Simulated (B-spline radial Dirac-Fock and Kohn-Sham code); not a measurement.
## The Li-like isoelectronic sequence (3 electrons), Z = 33 to 49

Method: multi-electron Dirac-Fock with separately optimised hole states, Breit and Lamb-shift corrections added in first order. Computed with a radial B-spline solver. Binding energies in eV, tabulated ground configurations ([He] 2s1 throughout). Correlation and solid-state effects are left out.

```tsv
ion	outermost level	NIST ionisation energy
As³⁰⁺	3411.5 (2s)	3411.643 ± 0.007
Se³¹⁺	3636.4 (2s)	3636.526 ± 0.007
Br³²⁺	3868.8 (2s)	3868.986 ± 0.007
Kr³³⁺	4108.9 (2s)	4109.083 ± 0.009
Rb³⁴⁺	?	?
Sr³⁵⁺	4612.2 (2s)	4612.397 ± 0.011
Zr³⁷⁺	5146.7 (2s)	5146.935 ± 0.014
Nb³⁸⁺	5425.9 (2s)	5426.066 ± 0.015
Mo³⁹⁺	5713.0 (2s)	5713.194 ± 0.016
Tc⁴⁰⁺	6008.2 (2s)	6008.391 ± 0.017
Ru⁴¹⁺	6311.5 (2s)	6311.721 ± 0.019
Rh⁴²⁺	6623.1 (2s)	6623.262 ± 0.02
Pd⁴³⁺	6942.9 (2s)	6943.097 ± 0.022
Ag⁴⁴⁺	7271.1 (2s)	7271.298 ± 0.024
Cd⁴⁵⁺	7607.7 (2s)	7607.95 ± 0.03
In⁴⁶⁺	7952.9 (2s)	7953.14 ± 0.03
```

Q: Fill in the row of Rb³⁴⁺.

A: outermost 4356.7 (2s), NIST 4356.865 ± 0.01 eV.

NIST's values are for the lowest levels; a dash marks a value that is missing or belongs to another shell. Their kind here: theoretical.
